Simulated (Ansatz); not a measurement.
## V: stacking energies as a chain of layer couplings

Computed with Ansatz, DFT PBE, scalar-relativistic, plane waves, PAW.

Cutoff 420 eV, Γ-centred meshes of like density (18×18×7 for the 3-atom cell), Gaussian smearing of 0.10 eV, energies at zero smearing and 0 K, each start's symmetry kept, no spin polarisation.

Close-packed stackings of V (one atom a layer) were relaxed in cell and atoms, and their energies taken once more on denser meshes. Energies are per layer, over the stacking AB. Give each step between layers a spin, σ = +1 for A→B, B→C, C→A and −1 for the reverse, and write the energy per layer as E = E₀ − J₁⟨σᵢσᵢ₊₁⟩ − J₂⟨σᵢσᵢ₊₂⟩.

```csv
stacking,⟨σᵢσᵢ₊₁⟩,⟨σᵢσᵢ₊₂⟩,E − E(AB) (meV/layer)
AB,-1,1,0
ABC,1,1,-11.3
ABAC,0,-1,-17.5
ABCACB,0.333,-0.333,-12.4
ABCAC,0.2,0.2,-8.4
ABABACBABC,0.2,0.2,-8.9
```

Question: Fit J₁ and J₂, and predict the energy of ABABCBCAC.

Answer: Over AB the model reads ΔE = −J₁(⟨σᵢσᵢ₊₁⟩ + 1) − J₂(⟨σᵢσᵢ₊₂⟩ − 1). Least squares on the 5 rows under AB gives J₁ = 4.86 and J₂ = -5.32 meV, with a residual of 1.56 meV rms. For ABABCBCAC the averages are -0.333 and -0.333, so ΔE = -10.3 meV a layer; the calculation gives -10.3. The miss shows what two couplings leave out: longer-range terms, the relaxation of each cell, and in a metal the k mesh.

Question: Which of AB, ABC, ABAC and ABCACB does the model put lowest, and what do isolated faults cost in ABC stacking?

Answer: Over AB the four lie at 0, −2J₁, −J₁ + 2J₂ and (4/3)(J₂ − J₁): AB 0.0, ABC -9.7, ABAC -15.5, ABCACB -13.6 meV a layer, so ABAC is lowest, by less than twice the fit's residual. A fault turns some spins; counting the pairs that change sign and dividing by the area of a layer's cell, (√3/2)a² = 5.99 Å² with the cells' mean a = 2.629 Å (1 meV/Å² = 16.02 mJ/m²): intrinsic stacking fault 4(J₁ + J₂) = -1.9 meV, -5 mJ/m²; extrinsic fault 4(J₁ + 2J₂) = -23.2 meV, -62 mJ/m²; twin boundary 2(J₁ + 2J₂) = -11.6 meV, -31 mJ/m². A negative value means that the fault lowers the energy of this host in the model. The smallest of these lie within what the fit's residual allows, so a third coupling could change even their sign. These are model values: no fault cell was computed here.

None of these stackings is the usual structure of the substance.

Small energy differences in metals hang on the k mesh (about 10 mJ/m² or 1 to 2 meV/atom on the mesh of the relaxation).